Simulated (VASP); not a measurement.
# AlN (Cmc2_1) in VASP: further runs

One crystal, AlN, is run at these levels: PBEsol; tasks: relaxation of cell and atoms.

Program: VASP 6.6.1. These are calculated values, not measurements. Logs are shortened: lines on timing, memory, paths and dates and some standing lists are left out, and cuts for length are marked.

## 1. The crystal as given

It takes space group Cmc2_1 (No. 36, orthorhombic). Conventional cell: a = 3.847 Å, b = 3.847 Å, c = 4.617 Å, α = 90.00°, β = 90.00°, γ = 90.00°. Al (site symmetry m) is surrounded by 4 N at 1.90 to 1.95 Å. N (site symmetry m) is surrounded by 4 Al at 1.90 to 1.95 Å.

The cell was built by a generator and needn't be a form met in nature.

## 2. Relaxation of cell and atoms, PBEsol, target pressure 10 GPa, at which the enthalpy is minimised

Input file INCAR:

```
ALGO = Normal
EDIFF = 1E-6
EDIFFG = -0.01
ENCUT = 600
GGA = PS
IBRION = 2
ISIF = 8
ISMEAR = 0
LASPH = T
LCHARG = F
LREAL = F
LWAVE = F
NELM = 80
NSW = 70
PREC = Accurate
PSTRESS = 100.0
SIGMA = 0.01
```

Input file KPOINTS:

```
k-points
0
Gamma
  9 9 7
```

Input file POSCAR:

```
AlN
1.0
    1.9236251998     -1.9236251998      0.0000000000
    1.9236251998      1.9236251998      0.0000000000
    0.0000000000      0.0000000000      4.6167004795
Al N
2 2
Direct
    0.0000000000      0.0000000000      0.0000000000
    0.5066666667      0.4933333333      0.5000000000
    0.0000000000      0.0000000000      0.4920000000
    0.5066666667      0.4933333333      0.9920000000
```

Potentials or basis: VASP PAW PBE potentials, release 64 (Al, N).

Launch:

```bash
$ cat potpaw_PBE.64/Al/POTCAR potpaw_PBE.64/N/POTCAR > POTCAR
$ mpirun -np 1 vasp_std > vasp.out
```

OUTCAR:

```text
EDIFF = 1E-6
   EDIFFG = -0.01
   ENCUT = 600
   GGA = PS
   IBRION = 2
   ISIF = 8
   ISMEAR = 0
   LASPH = T
   LREAL = F
   NELM = 80
   NSW = 70
   PREC = Accurate
   PSTRESS = 100.0

 ion  position               nearest neighbor table
   1  0.000  0.000  0.000-   4 1.90   4 1.92   4 1.92   4 1.95   3 2.27   3 2.35   2 2.99   2 2.99
                             2 3.00   2 3.00   2 3.00   2 3.00   2 3.02   2 3.02
   2  0.507  0.493  0.500-   3 1.90   3 1.92   3 1.92   3 1.95   4 2.27   4 2.35   1 2.99   1 2.99
                             1 3.00   1 3.00   1 3.00   1 3.00   1 3.02   1 3.02
   3  0.000  0.000  0.492-   2 1.90   2 1.92   2 1.92   2 1.95   1 2.27   1 2.35
   4  0.507  0.493  0.992-   1 1.90   1 1.92   1 1.92   1 1.95   2 2.27   2 2.35

  LATTYP: Found a simple tetragonal cell.
 ALAT       =     2.7204168465
 C/A-ratio  =     1.6970562748

  Lattice vectors:

 A1 = (   1.9236251998,  -1.9236251998,   0.0000000000)
 A2 = (   1.9236251998,   1.9236251998,   0.0000000000)
 A3 = (   0.0000000000,   0.0000000000,   4.6167004795)

Analysis of symmetry for initial positions (statically):
=====================================================================
 Subroutine PRICEL returns:
 Original cell was already a primitive cell.

 Routine SETGRP: Setting up the symmetry group for a
 simple tetragonal supercell.

 Subroutine GETGRP returns: Found  4 space group operations
 (whereof  2 operations were pure point group operations)
 out of a pool of 16 trial point group operations.

The static configuration has the point symmetry C_1h.
 The point group associated with its full space group is C_2v.

Analysis of symmetry for dynamics (positions and initial velocities):
=====================================================================
 Subroutine PRICEL returns:
 Original cell was already a primitive cell.

 Routine SETGRP: Setting up the symmetry group for a
 simple tetragonal supercell.

 Subroutine GETGRP returns: Found  4 space group operations
 (whereof  2 operations were pure point group operations)
 out of a pool of 16 trial point group operations.

The dynamic configuration has the point symmetry C_1h.
 The point group associated with its full space group is C_2v.

 Subroutine INISYM returns: Found  4 space group operations
 (whereof  2 operations are pure point group operations),
 and found     1 'primitive' translations

----------------------------------------------------------------------------------------

                                     Primitive cell

  volume of cell :      34.1667

  direct lattice vectors                    reciprocal lattice vectors
     1.923625200 -1.923625200  0.000000000     0.259925894 -0.259925894  0.000000000
     1.923625200  1.923625200  0.000000000     0.259925894  0.259925894  0.000000000
     0.000000000  0.000000000  4.616700480     0.000000000  0.000000000  0.216604912

  length of vectors
     2.720416846  2.720416846  4.616700480     0.367590725  0.367590725  0.216604912

  position of ions in fractional coordinates (direct lattice)
     0.000000000  0.000000000  0.000000000
     0.506666667  0.493333333  0.500000000
     0.000000000  0.000000000  0.492000000
     0.506666667  0.493333333  0.992000000

  ion indices of the primitive-cell ions
   primitive index   ion index
                 1           1
                 2           2
                 3           3
                 4           4

----------------------------------------------------------------------------------------

 KPOINTS: k-points

Automatic generation of k-mesh.
 Grid dimensions read from file:
 generate k-points for:    9    9    7

 Generating k-lattice:

  Cartesian coordinates                     Fractional coordinates (reciprocal lattice)
     0.028880655 -0.028880655  0.000000000     0.111111111  0.000000000  0.000000000
     0.028880655  0.028880655  0.000000000     0.000000000  0.111111111  0.000000000
     0.000000000  0.000000000  0.030943559     0.000000000  0.000000000  0.142857143

  Length of vectors
     0.040843414  0.040843414  0.030943559

  Shift w.r.t. Gamma in fractional coordinates (k-lattice)
     0.000000000  0.000000000  0.000000000

 Subroutine IBZKPT returns following result:
 ===========================================

 Found    100 irreducible k-points:

 Following reciprocal coordinates:
            Coordinates               Weight
  0.000000  0.000000  0.000000      1.000000
  0.111111  0.000000  0.000000      4.000000
  0.222222  0.000000  0.000000      4.000000
  0.333333  0.000000  0.000000      4.000000
  0.444444  0.000000  0.000000      4.000000
  0.111111  0.111111  0.000000      2.000000
[... 16 lines left out ...]
 -0.333333  0.444444  0.000000      4.000000
  0.444444  0.444444  0.000000      2.000000
 [... further k-points ...]
   k-points           NKPTS =    100   k-points in BZ     NKDIM =    100   number of bands    NBANDS=     12
   number of dos      NEDOS =    301   number of ions     NIONS =      4
   total plane-waves  NPLWV =  23040
   dimension x,y,z NGX =    24 NGY =   24 NGZ =   40
   dimension x,y,z NGXF=    48 NGYF=   48 NGZF=   80
   ions per type =               2   2
   NGX,Y,Z   is equivalent  to a cutoff of  14.67, 14.67, 14.40 a.u.
   NGXF,Y,Z  is equivalent  to a cutoff of  29.33, 29.33, 28.81 a.u.
 SYSTEM =  unknown system
   PREC   = accura    normal or accurate (medium, high low for compatibility)
   ISTART =      0    job   : 0-new  1-cont  2-samecut
   ICHARG =      2    charge: 1-file 2-atom 10-const
   ISPIN  =      1    spin polarized calculation?
   LNONCOLLINEAR =      F non collinear calculations
   LSORBIT =      F    spin-orbit coupling
   LASPH  =      T    aspherical Exc in radial PAW
   ENCUT  =  600.0 eV  44.10 Ry    6.64 a.u.   5.43  5.43  9.22*2*pi/ulx,y,z
   NELM   =     80;   NELMIN=  2; NELMDL= -5     # of ELM steps
   EDIFF  = 0.1E-05   stopping-criterion for ELM
   LREAL  =      F    real-space projection
   EDIFFG = -.1E-01   stopping-criterion for IOM
   NSW    =     70    number of steps for IOM
   IBRION =      2    ionic relax: 0-MD 1-quasi-New 2-CG
   NFREE  =      1    steps in history (QN), initial steepest desc. (CG)
   ISIF   =      8    stress and relaxation
   ISYM   =      2    0-nonsym 1-usesym 2-fastsym
   POTIM  = 0.5000    time-step for ionic-motion
   TEBEG  =    0.0;   TEEND  =   0.0 temperature during run
   PSTRESS=  100.0 pullay stress
   NELECT =      16.0000    total number of electrons
   NUPDOWN=      -1.0000    fix difference up-down
   EMIN   =  10.00;   EMAX   =-10.00  energy-range for DOS
   EFERMI =   0.00;   METHOD = LEGACY
   ISMEAR =     0;   SIGMA  =   0.01  broadening in eV -4-tet -1-fermi 0-gaus
   EFERMI_NEDOS =   21; number of points for ismear=-14 and -15
   IALGO  =     38    algorithm
   IMIX   =      4    mixing-type and parameters
     AMIX     =   0.40;   BMIX     =  1.00
     AMIX_MAG =   1.60;   BMIX_MAG =  1.00
  volume/ion in A,a.u.               =       8.54        57.64
  Fermi-wavevector in a.u.,A,eV,Ry     =   1.271298  2.402404 21.989709  1.616198
  Thomas-Fermi vector in A             =   2.404238
   LORBIT       =      0    0 simple, 1 ext, 2 COOP (PROOUT), +10 PAW based schemes
   GGA     = PS    functional components
   LHFCALC =     F    Hartree Fock is set to
   AEXX    =    0.0000 exact exchange contribution
   IVDW    =     0    specifies the selected vdW correction
   LEPSILON=     F    determine dielectric tensor
   LRPA    =     F    only Hartree local field effects (RPA)
 conjugate gradient relaxation of ions
 non-spin polarized calculation
 Gauss-broadening in eV      SIGMA  =   0.01
  energy-cutoff  :      600.00
  volume of cell :       34.17
 maximum number of plane-waves:      1167
 NGX is ok and might be reduce to    24
   NGX = 11   NGY = 11   NGZ = 19

--------------------------------------- Ionic step        1  -------------------------------------------

 number of electron      15.9999999 magnetization

 Free energy of the ion-electron system (eV)
  ---------------------------------------------------
  ext. energy  EPLUGINS =         0.00000000
  ---------------------------------------------------
  free energy    TOTEN  =       -30.37934961 eV

  energy without entropy =      -30.37934961  energy(sigma->0) =      -30.37934961

------------------------ aborting loop because EDIFF is reached ----------------------------------------

  FORCE on cell =-STRESS in cart. coord.  units (eV):
  Direction    XX          YY          ZZ          XY          YZ          ZX
  --------------------------------------------------------------------------------------
  -------------------------------------------------------------------------------------
  Total        3.8053742      3.9389697     -4.0215523      0.0000000      0.0000000      0.0000000
  in kB      178.4453955    184.7100853   -188.5826305      0.0000000      0.0000000      0.0000000
  external PRESSURE =     -41.8090499 kB  Pullay stress =     100.0000000 kB
[... 99 lines left out ...]
  FREE ENERGIE OF THE ION-ELECTRON SYSTEM (eV)
  ---------------------------------------------------
  free  energy   TOTEN  =       -30.3585573947 eV

  energy  without entropy=      -30.3585573947  energy(sigma->0) =      -30.35855739

  enthalpy is  TOTEN    =       -28.2650027234 eV   P V=        2.0935546713

 E-fermi :  10.0237     XC(G=0): -12.3102

 val. band max:        9.9183681978   @ k =   0.0000   0.0000   0.0000
 cond. band min:      14.0211886649   @ k =   0.4444   0.4444   0.0000
 fundamental gap:      4.1028204672
 Fermi energy:        10.0237286440

 k-point     1 :       0.0000    0.0000    0.0000
  band No.  band energies     occupation
      1      -7.8623      2.00000
      2      -4.8390      2.00000
      3       1.8560      2.00000
      4       7.6486      2.00000
      5       7.6487      2.00000
      6       9.2179      2.00000
      7       9.2179      2.00000
      8       9.9184      2.00000
      9      14.4075      0.00000
     10      15.7226      0.00000
     11      15.9790      0.00000
     12      20.2800      0.00000
[... 331 lines left out ...]
 k-point    24 :       0.4444    0.4444    0.0000
  band No.  band energies     occupation
      1      -3.4601      2.00000
      2      -3.2408      2.00000
      3       2.6008      2.00000
      4       2.7455      2.00000
      5       5.2391      2.00000
      6       5.4018      2.00000
      7       7.2246      2.00000
      8       7.6690      2.00000
      9      14.0212      0.00000
     10      14.1086      0.00000
     11      14.6729      0.00000
     12      15.0527      0.00000

 [... further k-points ...]

[... ionic steps 4 to 22 ...]

--------------------------------------- Ionic step       23  -------------------------------------------

 number of electron      16.0000000 magnetization

------------------------ aborting loop because EDIFF is reached ----------------------------------------

  FORCE on cell =-STRESS in cart. coord.  units (eV):
  Direction    XX          YY          ZZ          XY          YZ          ZX
  --------------------------------------------------------------------------------------
  -------------------------------------------------------------------------------------
  Total        3.5640850      3.5643562     -0.7494443      0.0000000      0.0000000      0.0000000
  in kB      168.3879016    168.4007151    -35.4080632      0.0000000      0.0000000      0.0000000
  external PRESSURE =       0.4601845 kB  Pullay stress =     100.0000000 kB
[... 65 lines left out ...]
  enthalpy is  TOTEN    =       -28.3925499770 eV   P V=        2.1167115060

--------------------------------------- Ionic step       25  -------------------------------------------

 number of electron      16.0000000 magnetization

 Free energy of the ion-electron system (eV)
  ---------------------------------------------------
  ext. energy  EPLUGINS =         0.00000000
  ---------------------------------------------------
  free energy    TOTEN  =       -30.50958807 eV

  energy without entropy =      -30.50958807  energy(sigma->0) =      -30.50958807

 E-fermi :   9.3773     XC(G=0): -12.2644

 val. band max:        9.3059967954   @ k =   0.0000   0.0000   0.0000
 cond. band min:      13.6937701126   @ k =  -0.4444   0.4444   0.0000
 fundamental gap:      4.3877733171
 Fermi energy:         9.3773212163

 k-point     1 :       0.0000    0.0000    0.0000
  band No.  band energies     occupation
      1      -7.8857      2.00000
      2      -4.8864      2.00000
      3       1.7291      2.00000
      4       7.6556      2.00000
      5       7.6556      2.00000
      6       9.2064      2.00000
      7       9.2064      2.00000
      8       9.3060      2.00000
      9      14.4596      0.00000
     10      15.2746      0.00000
     11      15.9450      0.00000
     12      20.3931      0.00000
[... 331 lines left out ...]
 k-point    24 :       0.4444    0.4444    0.0000
  band No.  band energies     occupation
      1      -3.5310      2.00000
      2      -3.3165      2.00000
      3       2.6266      2.00000
      4       2.7666      2.00000
      5       5.2770      2.00000
      6       5.4461      2.00000
      7       6.9254      2.00000
      8       7.3345      2.00000
      9      13.6938      0.00000
     10      13.7724      0.00000
     11      14.4663      0.00000
     12      14.8260      0.00000

 [... further k-points ...]

------------------------ aborting loop because EDIFF is reached ----------------------------------------

  FORCE on cell =-STRESS in cart. coord.  units (eV):
  Direction    XX          YY          ZZ          XY          YZ          ZX
  --------------------------------------------------------------------------------------
  -------------------------------------------------------------------------------------
  Total        3.5425536      3.5422702     -0.7204642      0.0000000      0.0000000      0.0000000
  in kB      167.3370438    167.3236562    -34.0320474      0.0000000      0.0000000      0.0000000
  external PRESSURE =       0.2095508 kB  Pullay stress =     100.0000000 kB
[... 19 lines left out ...]
  FREE ENERGIE OF THE ION-ELECTRON SYSTEM (eV)
  ---------------------------------------------------
  free  energy   TOTEN  =       -30.5095880735 eV

  energy  without entropy=      -30.5095880735  energy(sigma->0) =      -30.50958807

  enthalpy is  TOTEN    =       -28.3925710872 eV   P V=        2.1170169863

 reached required accuracy - stopping structural energy minimisation
```

Run time: 7 min. Hardware: 1 thread of Intel Xeon Platinum 8488C (Sapphire Rapids), shared host; peak memory 0.19 GiB.

What came out:

```yaml
Free_energy: -30.5096 eV
Relaxed_volume: 8.48 Å³/atom
Relaxed_cell: a = 2.714 Å, b = 2.714 Å, c = 4.605 Å, α = 90.00°, β = 90.00°, γ = 90.00°
Space_group_after_relaxing_to_0.05_Å: I4mm (No. 107)
Energy_change_on_relaxing_the_enthalpy_is_what_falls: -32.6 meV/atom
Ionic_steps: 25
Pressure_after_relaxing: 10.0 GPa
Largest_force_after_relaxing: 0.006 eV/Å
Band_gap_on_the_k_mesh: 4.39 eV
```

Forces on the atoms (eV/Å):
```
Al   0.000  0.005 -0.004
Al   0.000 -0.005 -0.004
N    0.000  0.002  0.004
N    0.000 -0.002  0.004
```

The path:
| step | energy change (eV) | largest force (eV/Å) | pressure (GPa) | volume (Å³) |
| --- | --- | --- | --- | --- |
| 1 | 0.0000 | 0.4395 | 5.82 | 34.17 |
| 2 | 0.0608 | 0.2895 | 15.08 | 33.08 |
| 3 | 0.0208 | 0.1187 | 10.84 | 33.54 |
| 4 | 0.0093 | 0.1437 | 9.63 | 33.69 |
| 5 | 0.0036 | 0.1938 | 8.94 | 33.77 |
| 6 | 0.0016 | 0.2094 | 8.86 | 33.78 |
| 7 | -0.0051 | 0.2554 | 8.61 | 33.82 |
| 8 | -0.0213 | 0.3392 | 8.13 | 33.89 |
| 9 | -0.0608 | 0.4641 | 7.35 | 34.03 |
| 10 | -0.1299 | 0.5070 | 6.73 | 34.31 |
| 11 | -0.1334 | 0.5155 | 6.88 | 34.38 |
| 12 | -0.1323 | 0.5061 | 6.77 | 34.33 |
| 13 | -0.1338 | 0.4772 | 7.12 | 34.31 |
| 14 | -0.1336 | 0.4422 | 7.76 | 34.28 |
| 15 | -0.1341 | 0.4098 | 7.97 | 34.24 |
| 16 | -0.1345 | 0.3107 | 8.65 | 34.13 |
| 17 | -0.1286 | 0.1221 | 10.11 | 33.91 |
| 18 | -0.1243 | 0.0538 | 10.67 | 33.83 |
| 19 | -0.1248 | 0.0614 | 10.60 | 33.84 |
| 20 | -0.1271 | 0.0501 | 10.33 | 33.87 |
| 21 | -0.1312 | 0.0300 | 9.80 | 33.94 |
| 22 | -0.1308 | 0.0219 | 9.87 | 33.93 |
| 23 | -0.1298 | 0.0239 | 10.05 | 33.91 |
| 24 | -0.1299 | 0.0173 | 10.04 | 33.91 |
| 25 | -0.1302 | 0.0064 | 10.02 | 33.92 |

Final structure:
```yaml
crystal:
  lattice:
    - [1.91895, -1.91895, 0.00000]
    - [1.91895, 1.91895, 0.00000]
    - [0.00000, 0.00000, 4.60549]
  atoms:
    - { symbol: Al, position: [0.00345, 0.99655, 0.03102] }
    - { symbol: Al, position: [0.50322, 0.49678, 0.53102] }
    - { symbol: N, position: [0.00329, 0.99671, 0.46098] }
    - { symbol: N, position: [0.50338, 0.49662, 0.96098] }
```

Caveat: the cell is relaxed towards a set pressure, so the enthalpy falls and the energy may rise; the PAW data sets were made with another functional, which shifts forces and pressure a little; an odd mesh through Γ misses points on the zone boundary, where band edges often lie. PBEsol gaps usually lie below the measured ones, often by a third to a half.

[end of part 1 of 3]
